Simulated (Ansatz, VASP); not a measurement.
FeNi3: VASP beside Ansatz

```
Fe Ni
1.0
     3.54971    0.00000    0.00000
     0.00000    3.54971    0.00000
     0.00000    0.00000    3.54971
Fe Ni
1 3
Direct
  0.00000 0.00000 0.00000
  0.00000 0.50000 0.50000
  0.50000 0.50000 0.00000
  0.50000 0.00000 0.50000
```

Alike in both runs: functional PBE; k mesh 12 × 12 × 12; occupations gaussian, width 0.1 eV; collinear spin.

Ansatz relaxed the structure, and its values are those at the end. VASP's run is a single point on that final structure, the one shown.

|  | VASP | Ansatz |
| --- | --- | --- |
| version | VASP 6.6.1 | Ansatz 0.2.0 |
| potentials or method | VASP PAW PBE potentials, release 64 (Fe, Ni) | scalar-relativistic, plane waves, PAW |
| plane-wave cutoff (eV) | 520 | 420 |
| valence electrons in the cell | 38 | 70 |

|  | VASP | Ansatz | Ansatz less VASP |
| --- | --- | --- | --- |
| gap on the k mesh at the Fermi level (eV) | none | none | - |
| pressure (GPa) | -1.1 | -1.0 | +0.09 |
| net moment per atom (μB) | 1.20 | 1.20 | +0.007 |
| size of the moment on the site where the two differ most (μB) | 0.64 | 0.68 | +0.048 |

Site moments also hang on the region over which each program counts them. A gap of «none» marks a metal or a gap that the smearing closes. The two sets of potentials don't hold the same shells in valence.
